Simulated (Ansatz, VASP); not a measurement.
Yb in VASP and in Ansatz

INCAR

```
SYSTEM = Yb
ALGO     = Fast           ! electronic algorithm
EDIFF    = 1E-7           ! SCF threshold, eV
ENCUT    = 520            ! plane-wave cutoff, eV
GGA      = PS             ! functional
ISIF     = 2              ! what is computed and relaxed
ISMEAR   = -1             ! smearing method
LASPH    = .TRUE.         ! aspherical terms in the spheres
LCHARG   = .FALSE.        ! write CHGCAR
LREAL    = .FALSE.        ! projectors in reciprocal space
LWAVE    = .FALSE.        ! write WAVECAR
NBANDS   = 18             ! bands
NELM     = 60             ! most SCF steps
PREC     = Accurate       ! precision mode
SIGMA    = 0.05           ! smearing width, eV
```

KPOINTS

```
k-points
0
G
  12 12 12
  0 0 0
```

POSCAR

```
Yb
1.0
   -2.1514830000      2.1514830000      2.1514830000
    2.1514830000     -2.1514830000      2.1514830000
    2.1514830000      2.1514830000     -2.1514830000
Yb
1
Direct
    0.0000000000      0.0000000000      0.0000000000
```

Input for Ansatz:

```yaml
crystal:
  lattice:
    - [-2.151483, 2.151483, 2.151483]
    - [2.151483, -2.151483, 2.151483]
    - [2.151483, 2.151483, -2.151483]
  atoms:
    - { symbol: Yb, position: [0.0, 0.0, 0.0] }
kpoints:
  mp_grid: { grid: [12, 12, 12] }
  band_path:
    path:
      - [0.0, 0.0, 0.0]
      - [0.5, -0.5, 0.5]
      - [0.0, 0.0, 0.5]
      - [0.0, 0.0, 0.0]
      - [0.25, 0.25, 0.25]
      - [0.5, -0.5, 0.5]
      - [0.25, 0.25, 0.25]
      - [0.0, 0.0, 0.5]
    npoints: 14
scf:
  occupations: { method: fermi_dirac, width: 0.05 }
hamiltonian:
  xc: pbesol
  pseudopotentials: { kind: all_electron, lapw: { basis_error: 0.001 } }
output:
  forces: true
  stress: true
  eigenvalues: true
  fatbands: true
  populations: true
  dos: { projected: true, de: 0.2, e_range: [-14, 8] }
```

This isn't the form of Yb at room conditions, which is fcc.

Alike in both runs: task single point; functional PBEsol; k mesh 12 × 12 × 12; occupations fermi-dirac, width 0.05 eV; no spin polarisation.

```csv
,VASP,Ansatz
version,VASP 6.6.1,Ansatz 0.2.0
potentials or method,"VASP PAW PBE potentials, release 64 (Yb)","all-electron LAPW, scalar-relativistic"
plane-wave cutoff (eV),520,see its input
```

VASP gave:

```
pressure (GPa) : -3.7
```

Question: What did Ansatz give for the same quantities?

Answer: Pressure (GPa): -3.4.

Ansatz ran all-electron here, so the differences hold the error of VASP's frozen core and of both bases.

Caveats: the PAW data sets were made with another functional, which shifts forces and pressure a little (VASP). The runs have no spin-orbit coupling, so splittings on Yb are missing. Spin polarisation is off, so any magnetic state and its effect on volume and gap are missing.
